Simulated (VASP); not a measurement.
Crystal: CaO5.

```
Ca O
1.0
     4.72342    0.00000    0.00000
    -2.36171    4.09061    0.00000
     0.00000    0.00000    3.93942
Ca O
1 5
Direct
  0.00000 0.00000 0.00000
  0.33333 0.66667 0.00000
  0.66667 0.33333 0.00000
  0.50000 0.00000 0.50000
  0.50000 0.50000 0.50000
  0.00000 0.50000 0.50000
```

The cell was built by a generator and needn't be a form met in nature.

The cell isn't the ideal one: species swapped into the CaPd5 type (P6/mmm, No. 191).

| Property | Result |
| --- | --- |
| Program | VASP 6.6.1 |
| Task | relaxation of cell and atoms |
| Functional | PBE |
| Potentials or basis | VASP PAW PBE potentials, release 64 (Ca_sv, O) |
| Cutoff | 600 eV |
| k mesh | 6 × 6 × 4 |
| Occupations | gaussian, width 0.1 eV |
| Spin | no spin polarisation |

At the start: pressure -16.4 GPa; volume 12.69 Å³/atom.

Q: How do energy, volume and symmetry change on relaxing?

A: Over 9 steps the energy falls by 238.2 meV/atom and the volume is 9.89 Å³/atom (-22.1 %); space group P6/mmm (No. 191, to 0.05 Å).

The path:
```tsv
step	energy change (eV)	largest force (eV/Å)	pressure (GPa)	volume (Å³)
1	0.0000	0.0000	-16.40	76.12
2	-1.0313	0.0000	-5.34	62.68
3	-1.0913	0.0000	-0.18	59.69
4	-1.0918	0.0000	0.42	59.39
5	-1.1506	0.0000	0.67	59.13
6	-1.3237	0.0000	2.37	58.16
7	-1.1871	0.0000	11.56	55.40
8	-1.3935	0.0000	4.50	57.34
9	-1.4292	0.0000	0.17	59.33
```

Final structure:
```cif
data_structure
_symmetry_space_group_name_H-M 'P 1'
_symmetry_Int_Tables_number 1
_cell_length_a 4.6714
_cell_length_b 4.6714
_cell_length_c 3.1392
_cell_angle_alpha 90.000
_cell_angle_beta 90.000
_cell_angle_gamma 120.000
_cell_volume 59.33
loop_
_atom_site_label
_atom_site_type_symbol
_atom_site_fract_x
_atom_site_fract_y
_atom_site_fract_z
_atom_site_occupancy
Ca1 Ca 0.00000 0.00000 0.00000 1
O1 O 0.33333 0.66667 0.00000 1
O2 O 0.66667 0.33333 0.00000 1
O3 O 0.50000 0.00000 0.50000 1
O4 O 0.50000 0.50000 0.50000 1
O5 O 0.00000 0.50000 0.50000 1
```

Caveat: the k mesh is coarse (spacing up to 0.40 Å⁻¹), so the values aren't converged; the volume moved by over 15 % at a fixed basis, so the end points are rough.
